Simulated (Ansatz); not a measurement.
# La2O3 (P-3m1) in Ansatz: band structure with PBE

Aim: the band structure of La2O3 with PBE.

Program: Ansatz 0.2.0. These are calculated values, not measurements. Logs are shortened: lines on timing, memory, paths and dates and some standing lists are left out, and cuts for length are marked.

## 1. Starting point

Symmetry: P-3m1, No. 164, trigonal system. Conventional cell: a = 3.931 Å, b = 3.931 Å, c = 6.112 Å, α = 90.00°, β = 90.00°, γ = 120.00°. Around La (site symmetry 3m) lie 4 O at 2.36 to 2.44 Å. Around O (site symmetry -3m) lie 6 La at 2.72 Å. O (site symmetry 3m) is surrounded by 4 La at 2.36 to 2.44 Å.

The cell is a database's computed one.

## 2. Band structure, PBE

input.yaml reads:

```yaml
crystal:
  lattice:
    - [3.930777878, 0.0, 0.0]
    - [-1.965388939, 3.404153499, 0.0]
    - [0.0, 0.0, 6.11195352]
  atoms:
    - { symbol: La, position: [0.3333333333, 0.6666666667, 0.24623568] }
    - { symbol: La, position: [0.6666666667, 0.3333333333, 0.75376432] }
    - { symbol: O, position: [0.0, 0.0, 0.0] }
    - { symbol: O, position: [0.3333333333, 0.6666666667, 0.64589065] }
    - { symbol: O, position: [0.6666666667, 0.3333333333, 0.35410935] }
hamiltonian:
  xc: pbe
  pseudopotentials: { kind: paw }
kpoints:
  mp_grid: { grid: [8, 8, 5] }
  band_path:
    path:
      - [[0.0, 0.0, 0.0], [0.5, 0.0, 0.0], [0.3333333333, 0.3333333333, 0.0], [0.0, 0.0, 0.0], [0.0, 0.0, 0.5], [0.5, 0.0, 0.5], [0.3333333333, 0.3333333333, 0.5], [0.0, 0.0, 0.5]]
      - [[0.5, 0.0, 0.5], [0.5, 0.0, 0.0]]
      - [[0.3333333333, 0.3333333333, 0.0], [0.3333333333, 0.3333333333, 0.5]]
    npoints: 14
scf:
  occupations: { method: fermi_dirac, width: 0.05 }
  n_extra_bands: 12
output:
  forces: true
  stress: true
  eigenvalues: true
  fatbands: false
  write_density: true
  write_potential: true
  elf: true
  volumetric_format: npy
```

Potentials or basis: Ansatz PAW.

On the command line:

```sh
ansatz run input.yaml --threads 2 --pin off --max-ram 5632MiB --backend cpu --events-out ev --progress --plain --runs-dir out
```

What it wrote:

```text
Warning: RAYON_NUM_THREADS=2 ignored (pool sized by the plan → 2); use --threads N
scf.n_extra_bands = 12 over 20 filled bands (N_el = 40.0): the run solves 32 bands
Engine: ansatz 0.2.0, aarch64-unknown-linux-gnu
Pseudopotentials: kind: paw
Pseudopotential: La, paw, valence charge 11, recommended cutoff 420 eV (normal), La.paw.azcp
Pseudopotential: O, paw, valence charge 6, recommended cutoff 420 eV (normal), O.paw.azcp
Functional definition: PBE
  parameter kappa = 0.804
  parameter beta = 0.06672455060314922
  exchange = pbe_x(kappa = kappa, mu = beta*pi^2/3)
  correlation = pbe_c(beta = beta)
Crystal: 5 atoms, lattice volume = 81.784 Å³
Basis set: ecut = 420 eV, 1641 PW (Γ), exchange–correlation on 54×54×90 points (8 copies of the dense FFT grid, shifted against one another)
Bands: 32, of which v1, the nominal top of the filled ones, is band 20 counted from 1 (19 counted from 0)
Symmetry: 12 space group operations
Space group: P-3m1 (ITA 164), of the structure as read, at distance tolerance 4.3e-5 Å
k-points: 40 of 320
Non-local potential: La, projectors of the file, l = 0: 3, l = 1: 2, l = 2: 2, l = 3: 3
Non-local potential: O, projectors of the file, l = 0: 2, l = 1: 2, l = 2: 1
PAW form: soft (Blöchl's): semilocal exchange-correlation on the pseudo side does not see the compensation charge
PAW one-centre angular grid: La, 590 points (default); XC on 64 Gauss nodes
PAW one-centre angular grid: O, 110 points (default); XC on 64 Gauss nodes
Initial density: superposition of atomic densities (neutral atoms: chi_scale 0, normalization atom), corrected by the library's trained network
Initial wavefunctions: pseudopotential atomic-orbital guess
Functional: x = pbe(κ = 0.804, μ = 0.2195149727645171), c = pbe(β = 0.06672455060314922)
SCF iter   1: F=—  HF=-14212.059496 eV  |F-HF|=—  |Δ(HF+E_count)|=         —  Δρ=2.29e-3  dr2=4.40e-3  ethr=1.77e-3  ⟨swp⟩=4.6  Hψ=5080  notcnv=0
preconditioner: auto → Resta (q_TF=auto, 2.422 Å⁻¹)  ε∞=4.7  [insulator: Δε(μ)=3.897 eV  Ē_g=12.866 eV  σ=0.050 eV  W_gap=1.00  n_scr=22 (ndim 8)  ℏωp=24.6 eV  f_vac=0.023  D(μ)=0.00/eV (n_scr^D=0)  ε∞_Penn≈4.7]
SCF iter   2: F=—  HF=-14212.059487 eV  |F-HF|=—  |Δ(HF+E_count)|=   8.65e-6  Δρ=1.42e-3  dr2=9.16e-4  ethr=1.10e-5  ⟨swp⟩=2.1  Hψ=2405  notcnv=0  defer=1
SCF iter   3: F=—  HF=-14212.059929 eV  |F-HF|=—  |Δ(HF+E_count)|=   4.41e-4  Δρ=6.60e-4  dr2=3.62e-4  ethr=2.29e-6  ⟨swp⟩=2.0  Hψ=1663  notcnv=0  defer=1
SCF iter   4: F=—  HF=-14212.060104 eV  |F-HF|=—  |Δ(HF+E_count)|=   1.76e-4  Δρ=1.06e-4  dr2=7.82e-6  ethr=9.04e-7  ⟨swp⟩=2.5  Hψ=1619  notcnv=0  defer=1
SCF iter   5: F=—  HF=-14212.060092 eV  |F-HF|=—  |Δ(HF+E_count)|=   1.28e-5  Δρ=5.61e-5  dr2=2.49e-6  ethr=1.96e-8  ⟨swp⟩=2.1  Hψ=1698  notcnv=0  defer=1
SCF iter   6: F=—  HF=-14212.060092 eV  |F-HF|=—  |Δ(HF+E_count)|=   4.58e-8  Δρ=2.67e-5  dr2=4.21e-7  ethr=6.23e-9  ⟨swp⟩=2.0  Hψ=1692  notcnv=0  defer=1
SCF iter   7: F=-14212.060092 eV  HF=-14212.060092 eV  |F-HF|=2.81e-8  |Δ(HF+E_count)|=   1.96e-8  Δρ=5.52e-6  dr2=2.38e-8  ethr=2.50e-10  ⟨swp⟩=12.6  Hψ=8847  notcnv=0
SCF 1 converged in 7 iterations: F = -14212.060092 eV  dr2 = 2.38e-8
NSCF: frozen V_eff on 129 k-points
SCF converged after 7 iterations
Free energy (F): -14212.060092 eV
Harris-Foulkes:  -14212.060092 eV  (|F-HF|=2.81e-8)
Internal energy: -14212.060092 eV  (E = F + TS)
E sigma→0 (E₀):  -14212.060092 eV
Fermi energy:    11.654264 eV
--- Per-component energies (eV) ---
  E_band       = -6.404998
  E_kinetic    = 912.936047
  E_local      = -1532.902830  (includes V_loc(G=0)·N_el)
  E_nonlocal   = 336.613800
  E_hartree    = 547.315005
  E_xc         = -503.632954
  E_vxc        = -582.213325  (∫ρ·V_xc dr)
  E_paw        = -11307.953908  (= ΣΔE_a)
  E_vpaw       = -235.474262  (= ΣTr[D̂ρ^β])
  E_aug_tail   = 0.007195  (compensation charges beyond the density's cutoff)
  E_ewald      = -2664.442448
  E_smearing   = -0.000000  (= −TS)
  E_closure    = 0.000000  (closes the sum)
  Σ components = -14212.060092   (vs F -14212.060092, Δ=0.00e0)
--- Forces (eV/Å), atoms counted from 1 ---
  atom   1  La    -0.00000000     0.00000000    -0.01604049
  atom   2  La     0.00000000    -0.00000000     0.01604049
  atom   3  O      0.00000000     0.00000000     0.00000000
  atom   4  O      0.00000000    -0.00000000     0.00715147
  atom   5  O      0.00000000     0.00000000    -0.00715147
  max |Σ_I F_I| component: 3.70e-17 eV/Å
--- Stress (GPa, compression-positive) ---
        1.806284      -0.000000      -0.000000
       -0.000000       1.806284      -0.000000
       -0.000000       0.000000       2.072229
  P = ⅓ Tr σ = 1.8949 GPa (18.949 kbar)
--- Band table (eV; the first three rows and the last of 40) ---
  k-point 0: bands = ["-20.1037", "-19.8589", "-7.2295", "-5.9862", "-5.5307", "-3.5626", "-3.5626", "-3.3284", "-3.3284", "-3.2325", "-2.4940", "7.3278", "7.3278", "7.5112", "7.5112", "7.6314", "8.0512", "9.3278", "9.3278", "9.5904", "13.9924", "14.2808", "14.2808", "14.8587", "15.0089", "15.0089", "15.0185", "15.2283", "15.2519", "15.2519", "15.2565", "15.2811"]
  k-point 1: bands = ["-20.0814", "-19.8828", "-7.1709", "-5.9847", "-5.6394", "-3.5429", "-3.5429", "-3.3487", "-3.3487", "-3.1589", "-2.4981", "7.1579", "7.1579", "7.3628", "7.6726", "7.6726", "8.3315", "9.3584", "9.3584", "9.3878", "14.0851", "14.3231", "14.3231", "14.8744", "14.9660", "15.0112", "15.0112", "15.2199", "15.2199", "15.2588", "15.2788", "15.3578"]
  k-point 2: bands = ["-20.0234", "-19.9435", "-7.0579", "-6.0118", "-5.7947", "-3.4963", "-3.4963", "-3.3965", "-3.3965", "-3.0477", "-2.5065", "7.0143", "7.0143", "7.1377", "7.7971", "7.7971", "8.6273", "9.0191", "9.4143", "9.4143", "14.2867", "14.3860", "14.3860", "14.6889", "15.0243", "15.0243", "15.1572", "15.1572", "15.1637", "15.2647", "15.2729", "15.3330"]
  k-point 39: bands = ["-19.8406", "-19.8293", "-7.6409", "-7.5490", "-5.9716", "-4.0898", "-3.6721", "-3.5916", "-3.1865", "-2.1113", "-1.9462", "7.2451", "7.6361", "8.0217", "8.2464", "8.4718", "9.0813", "9.2004", "9.5255", "9.5407", "13.9425", "14.3919", "14.6269", "14.6719", "14.8783", "15.0069", "15.0254", "15.0279", "15.0544", "15.1236", "15.2231", "15.2692"]
```

It took 8 s on 2 threads of Arm Neoverse V1, shared host; peak memory 0.45 GiB.

What came out:

```yaml
Free_energy: -14212.0601 eV
Pressure: 1.9 GPa
Largest_force: 0.016 eV/Å
Band_gap_on_the_k_mesh: 3.87 eV, indirect (least direct gap 4.06 eV)
Band_gap_along_the_path: 3.84 eV, indirect (least direct gap 3.97 eV)
```

Forces on the atoms (eV/Å):
```
La   0.000  0.000 -0.016
La   0.000  0.000  0.016
O    0.000  0.000  0.000
O    0.000  0.000  0.007
O    0.000  0.000 -0.007
```

Stress tensor (GPa, compression positive):
```
1.81 0.00 0.00
0.00 1.81 0.00
0.00 0.00 2.07
```

Levels at the corners of the path, in eV from the valence-band top:
```csv
point,band 18,band 19,band 20,band 21,band 22,band 23
Γ,-0.38,-0.38,-0.12,4.28,4.57,4.57
M,-0.66,-0.41,-0.30,3.84,4.66,5.10
K,-0.82,-0.79,-0.11,3.86,4.70,4.70
Γ,-0.38,-0.38,-0.12,4.28,4.57,4.57
A,-0.79,-0.29,-0.29,4.64,4.68,4.68
L,-0.71,-0.37,0.00,4.37,4.59,4.99
H,-0.28,-0.28,-0.23,4.23,4.81,4.87
A,-0.79,-0.29,-0.29,4.64,4.68,4.68
L,-0.71,-0.37,0.00,4.37,4.59,4.99
M,-0.66,-0.41,-0.30,3.84,4.66,5.10
K,-0.82,-0.79,-0.11,3.86,4.70,4.70
H,-0.28,-0.28,-0.23,4.23,4.81,4.87
```

Caveat: the pressure holds a Pulay correction of +0.4 GPa for the finite cutoff; spin-orbit coupling is left out, which moves the levels of the heavy elements.
